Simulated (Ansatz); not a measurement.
Crystals in the rock-salt structure, computed with PBE in Ansatz (plane-wave DFT, scalar-relativistic, harmonic phonons, no LO–TO term at Γ; fixed occupations; no spin; PAW, where unfrozen means all-electron datasets; each on its own modest k mesh, which can be coarse for ε∞).

```tsv
crystal	cell	k mesh	potentials	phonons by	Å³/atom	top Γ mode (cm⁻¹)	lowest mode at X = [0.5, 0, 0.5] (cm⁻¹)	top mode at X = [0.5, 0, 0.5] (cm⁻¹)	mean ε∞	mean Born charge of the element in brackets (e)
LiF [Li]	relaxed	6×6×6	unfrozen PAW	linear response	8.40	268	239	444	2.05	1.05
NaH [Na]	typed	6×6×6	unfrozen PAW	linear response	14.08	?	?	?	?	?
KCl [K]	relaxed	6×6×6	unfrozen PAW	linear response	32.47	126	60	136	2.28	1.13
CaO [Ca]	relaxed	6×6×6	unfrozen PAW	linear response	14.09	255	197	382	3.78	2.35
```

Estimate the entries marked ?.

NaH: top Γ mode (cm⁻¹) 495, lowest mode at X = [0.5, 0, 0.5] (cm⁻¹) 137, top mode at X = [0.5, 0, 0.5] (cm⁻¹) 840, mean ε∞ 3.11, mean Born charge of the element in brackets (e) 0.97.
